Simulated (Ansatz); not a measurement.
**PtSb2 (CdI2-type structure)**

Method: PBE, scalar-relativistic; no spin polarisation; PAW, 420 eV, Γ-centred 10×10×6 mesh, 0.05 eV Gaussian smearing; code Ansatz; PAW files: Ansatz's generated set soft_2.

```yaml
crystal:
  lattice:
    - [4.05999, 0.00000, 0.00000]
    - [-2.02999, 3.51605, 0.00000]
    - [0.00000, 0.00000, 5.22591]
  atoms:
    - { symbol: Pt, position: [0.00000, 0.00000, 0.00000] }
    - { symbol: Sb, position: [0.33333, 0.66667, 0.25841] }
    - { symbol: Sb, position: [0.66667, 0.33333, 0.74159] }
```

The start was a prototype's sites filled with these elements. The Crystallography Open Database lists the compound in space group Pa-3, so this is a trial structure.

Cell and atoms are those of this level's equilibrium.

Path: Γ–M–K–Γ–A–L–H–A | L–M | H–K, with Γ = (0.000, 0.000, 0.000), M = (0.500, 0.000, 0.000), K = (0.333, 0.333, 0.000), A = (0.000, 0.000, 0.500), L = (0.500, 0.000, 0.500), H = (0.333, 0.333, 0.500) in reciprocal vectors of the calculation's cell.

Bands as a text map, energy in eV from the Fermi level (dashes), each leg drawn with the same width:
```
  3.71 |****     *  ****   ****   *  *         *    **               *   **
  3.43 |  **              *      *           **         *      *           
  3.14 |          *      *     **    *      *         * *  ****       *    
  2.86 | *  *              **  **     *  *** *       * *  *   *            
  2.57 |*          *      *  **        **                    *         *   
  2.29 | *              ** **         **    *                  *           
  2.00 |     *      *     *      *      ***                **           *  
  1.71 |  *   *         *             *    *          *** *     *          
  1.43 |*      ****  * * *   ***  *  *                 *         **      * 
  1.14 | * *       ****         *       ****           *  **              *
  0.86 | *              *   *    *******                **  *              
  0.57 |  *                         *  *    *         *  *                 
  0.29 |    *          *              ***             *      *             
  0.00 |---*-------**------*---------*-------*---------**-----*------------
 -0.29 |  *       *  **    *        **   *           ** **                *
 -0.57 |    **       **            *      **  *           *    *         **
 -0.86 |   *     *  ** *  *       *     *   *       **     **           *  
 -1.14 |     ** *  **  *  *           *      * *             *  *      *   
 -1.43 |    *     **    **       *            ***  **  *      ** *    **   
 -1.71 |*    ******          ****        *      *****           ******     
 -2.00 | **   * **         **          *              *          *    *    
 -2.29 |   *  ***                       * ***      *      *********  *     
 -2.57 |    **   *        *              **  *****   *         *    *      
 -2.86 |      ******** ***                ***********     ***************  
 -3.14 |*******  ***  * ******************       * *******   *       *** **
 -3.43 |   ***     *****  *         ****  ****  *  **********           ***
 -3.71 |                *         **   *      **    ***                    
 -4.00 |      ******     *       *           ***               ****        
        Γ      M      K      Γ      A      L      H      AL       MH      K
```

By these bands, is it a metal or an insulator, and if it has a gap, where are the band edges on this path?

A metal: bands cross the Fermi level.

Spin–orbit coupling, which matters for such heavy elements, is left out.
